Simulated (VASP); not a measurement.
# WC (Fd-3m) in VASP: further runs, part 4 of 4

VASP 6.6.1. The steps go on from the part before.

## Step 7: Band structure, TPSS

The input, INCAR:

```
SYSTEM = WC
ALGO     = Normal         ! electronic algorithm
EDIFF    = 1E-6           ! SCF threshold, eV
ENCUT    = 520            ! plane-wave cutoff, eV
ISIF     = 2              ! what is computed and relaxed
ISMEAR   = -1             ! smearing method
LASPH    = .TRUE.         ! aspherical terms in the spheres
LCHARG   = .FALSE.        ! write CHGCAR
LMAXMIX  = 4              ! l up to which the mixer works
LMIXTAU  = .TRUE.       
LREAL    = .FALSE.        ! projectors in reciprocal space
LWAVE    = .FALSE.        ! write WAVECAR
METAGGA  = TPSS           ! meta-GGA
NELM     = 80             ! most SCF steps
PREC     = Accurate       ! precision mode
SIGMA    = 0.05           ! smearing width, eV
```

The input, KPOINTS:

```
k-points
0
G
  6 6 6
  0 0 0
```

The input, POSCAR:

```
WC
1.0
    0.0000000000      2.8868000000      2.8868000000
    2.8868000000      0.0000000000      2.8868000000
    2.8868000000      2.8868000000      0.0000000000
W C
2 2
Direct
    0.5000000000      0.5000000000      0.5000000000
    0.7500000000      0.7500000000      0.7500000000
    0.0000000000      0.0000000000      0.0000000000
    0.2500000000      0.2500000000      0.2500000000
```

The input, KPOINTS_OPT:

```
path GXWKGLUWLK,UX
10
line-mode
reciprocal
 0.0000000000  0.0000000000  0.0000000000  G
 0.5000000000  0.0000000000  0.5000000000  X

 0.5000000000  0.0000000000  0.5000000000  X
 0.5000000000  0.2500000000  0.7500000000  W

 0.5000000000  0.2500000000  0.7500000000  W
 0.3750000000  0.3750000000  0.7500000000  K

 0.3750000000  0.3750000000  0.7500000000  K
 0.0000000000  0.0000000000  0.0000000000  G

 0.0000000000  0.0000000000  0.0000000000  G
 0.5000000000  0.5000000000  0.5000000000  L

 0.5000000000  0.5000000000  0.5000000000  L
 0.6250000000  0.2500000000  0.6250000000  U

 0.6250000000  0.2500000000  0.6250000000  U
 0.5000000000  0.2500000000  0.7500000000  W

 0.5000000000  0.2500000000  0.7500000000  W
 0.5000000000  0.5000000000  0.5000000000  L

 0.5000000000  0.5000000000  0.5000000000  L
 0.3750000000  0.3750000000  0.7500000000  K

 0.6250000000  0.2500000000  0.6250000000  U
 0.5000000000  0.0000000000  0.5000000000  X
```

Potentials or basis: VASP PAW PBE potentials, release 64 (W_sv, C).

The run is started by

```
cat potpaw_PBE.64/W_sv/POTCAR potpaw_PBE.64/C/POTCAR > POTCAR
mpirun -np 1 vasp_std > vasp.out
```

OUTCAR:

```text
SYSTEM = WC
   EDIFF = 1E-6
   ENCUT = 520
   ISIF = 2
   ISMEAR = -1
   LASPH = .TRUE.
   LREAL = .FALSE.
   METAGGA = TPSS
   NELM = 80
   PREC = Accurate

 ion  position               nearest neighbor table
   1  0.500  0.500  0.500-   4 2.50   4 2.50   4 2.50   2 2.50   2 2.50   2 2.50   4 2.50   2 2.50

   2  0.750  0.750  0.750-   1 2.50   1 2.50   1 2.50   3 2.50   3 2.50   3 2.50   3 2.50   1 2.50

   3  0.000  0.000  0.000-   2 2.50   2 2.50   2 2.50   2 2.50
   4  0.250  0.250  0.250-   1 2.50   1 2.50   1 2.50   1 2.50

  LATTYP: Found a face centered cubic cell.
 ALAT       =     5.7736000000

  Lattice vectors:

 A1 = (   0.0000000000,   2.8868000000,   2.8868000000)
 A2 = (   2.8868000000,   0.0000000000,   2.8868000000)
 A3 = (   2.8868000000,   2.8868000000,   0.0000000000)

Analysis of symmetry for initial positions (statically):
=====================================================================
 Subroutine PRICEL returns:
 Original cell was already a primitive cell.

 Routine SETGRP: Setting up the symmetry group for a
 face centered cubic supercell.

 Subroutine GETGRP returns: Found 48 space group operations
 (whereof 24 operations were pure point group operations)
[... 162 lines left out ...]

 val. band max:        9.3931843294   @ k =   0.5000   0.1667   0.0000
 cond. band min:       9.6893780711   @ k =   0.5000   0.3333   0.1667
 fundamental gap:      0.2961937417
 Fermi energy:         9.5616480007

 k-point     1 :       0.0000    0.0000    0.0000
  band No.  band energies     occupation
      1     -64.8224      2.00000
      2     -64.4617      2.00000
      3     -29.4031      2.00000
      4     -29.4031      2.00000
      5     -29.4031      2.00000
      6     -28.4167      2.00000
[... 389 lines left out ...]
     21      11.2683      0.00000
     22      11.2683      0.00000

------------------------ aborting loop because EDIFF is reached ----------------------------------------

  FORCE on cell =-STRESS in cart. coord.  units (eV):
  Direction    XX          YY          ZZ          XY          YZ          ZX
  --------------------------------------------------------------------------------------
  -------------------------------------------------------------------------------------
  Total        0.1128363      0.1128363      0.1128363     -0.0000000     -0.0000000      0.0000000
  in kB        3.7573296      3.7573296      3.7573296     -0.0000000     -0.0000000      0.0000000
  external PRESSURE =       3.7573296 kB  Pullay stress =       0.0000000 kB

 VOLUME and BASIS-vectors are now :
 -----------------------------------------------------------------------------
  energy-cutoff  :      520.00
  volume of cell :       48.11
      direct lattice vectors                 reciprocal lattice vectors
     0.000000000  2.886800000  2.886800000    -0.173202162  0.173202162  0.173202162
     2.886800000  0.000000000  2.886800000     0.173202162 -0.173202162  0.173202162
     2.886800000  2.886800000  0.000000000     0.173202162  0.173202162 -0.173202162

 POSITION                                       TOTAL-FORCE (eV/Angst)
 -----------------------------------------------------------------------------------
      2.88680      2.88680      2.88680        -0.000000     -0.000000      0.000000
      4.33020      4.33020      4.33020         0.000000      0.000000     -0.000000
      0.00000      0.00000      0.00000         0.000000      0.000000     -0.000000
      1.44340      1.44340      1.44340        -0.000000      0.000000     -0.000000
 -----------------------------------------------------------------------------------
    total drift:                                0.000000     -0.000000     -0.000000

  FREE ENERGIE OF THE ION-ELECTRON SYSTEM (eV)
  ---------------------------------------------------
  free  energy   TOTEN  =       -40.8567181370 eV

  energy  without entropy=      -40.8493741310  energy(sigma->0) =      -40.85304613
```

stdout:

```text
POSCAR found type information on POSCAR W C
 POSCAR found :  2 types and       4 ions
 scaLAPACK will be used
 -----------------------------------------------------------------------------
|                                                                             |
|                                                                             |
|     You enforced a specific xc type in the INCAR file but a different       |
|     I HOPE YOU KNOW WHAT YOU ARE DOING!                                     |
|                                                                             |
 -----------------------------------------------------------------------------

 LDA part: xc-table for (None), standard interpolation
 POSCAR, INCAR and KPOINTS ok, starting setup
 FFT: planning ... GRIDC
 FFT: planning ... GRID_SOFT
 FFT: planning ... GRID
 WAVECAR not read
 entering main loop
 Start KPOINTS_OPT (optional k-point list driver)
k-point batch [1-16\100]
k-point batch [17-32\100]
k-point batch [33-48\100]
k-point batch [49-64\100]
k-point batch [65-80\100]
k-point batch [81-96\100]
k-point batch [97-100\100]
```

It took 2.4 min on 1 thread of Intel Xeon 6975P-C (Granite Rapids), shared host; peak memory 0.17 GiB.

Results:

- Free energy: -40.8567 eV
- Pressure: 0.4 GPa
- Band gap along the path: none (metal or under the smearing width)

Levels at the corners of the path, in eV from the Fermi level:
```csv
point,band 15,band 16,band 17,band 18,band 19,band 20,band 21,band 22
Γ,-3.42,-2.95,-2.95,-2.95,1.07,1.43,1.43,1.43
X,-1.70,-1.70,-0.49,-0.49,-0.19,-0.19,0.40,0.40
X,-1.70,-1.70,-0.49,-0.49,-0.19,-0.19,0.40,0.40
W,-2.34,-2.34,-0.94,-0.94,0.48,0.48,1.68,1.68
W,-2.34,-2.34,-0.94,-0.94,0.48,0.48,1.68,1.68
K,-2.22,-1.86,-1.48,-1.47,0.48,0.88,0.98,2.01
K,-2.22,-1.86,-1.48,-1.47,0.48,0.88,0.98,2.01
Γ,-3.42,-2.95,-2.95,-2.95,1.07,1.43,1.43,1.43
Γ,-3.42,-2.95,-2.95,-2.95,1.07,1.43,1.43,1.43
L,-3.34,-2.34,0.46,0.46,1.60,1.60,1.64,2.41
L,-3.34,-2.34,0.46,0.46,1.60,1.60,1.64,2.41
U,-2.22,-1.86,-1.48,-1.47,0.48,0.88,0.98,2.01
U,-2.22,-1.86,-1.48,-1.47,0.48,0.88,0.98,2.01
W,-2.34,-2.34,-0.94,-0.94,0.48,0.48,1.68,1.68
W,-2.34,-2.34,-0.94,-0.94,0.48,0.48,1.68,1.68
L,-3.34,-2.34,0.46,0.46,1.60,1.60,1.64,2.41
L,-3.34,-2.34,0.46,0.46,1.60,1.60,1.64,2.41
K,-2.22,-1.86,-1.48,-1.47,0.48,0.88,0.98,2.01
U,-2.22,-1.86,-1.48,-1.47,0.48,0.88,0.98,2.01
X,-1.70,-1.70,-0.49,-0.49,-0.19,-0.19,0.40,0.40
```

Caveat: the PAW data sets were made with another functional, which shifts forces and pressure a little; spin-orbit coupling is left out, which moves the levels of the heavy elements.

## Step 8: Overview

```tsv
level	further INCAR settings	pressure (GPa)
BLYP	ALGO = Fast; EDIFF = 1e-06	-
AM05	ALGO = Fast; EDIFF = 1e-06	-
PW91	ALGO = Fast; EDIFF = 1e-06	-
r2SCAN	ALGO = Normal; EDIFF = 1e-06	-1.6
SCAN	ALGO = Normal; EDIFF = 1e-06	-5.6
TPSS	ALGO = Normal; EDIFF = 1e-06	0.4
```

Alike in all rows: task band structure; potentials or basis VASP PAW PBE potentials, release 64 (W_sv, C); no spin polarisation; cell as given; k mesh 6 × 6 × 6; cutoff (eV) 520; smearing fermi-dirac 0.05 eV.

The pressure there spans -5.6 GPa (SCAN) to 0.4 GPa (TPSS); a positive pressure means that this level wants a larger cell, a negative one a smaller.

Caveats: the PAW data sets were made with another functional, which shifts forces and pressure a little; spin-orbit coupling is left out, which moves the levels of the heavy elements.

Total energies depend on the potentials used, so only differences within one code and one set of settings carry meaning.
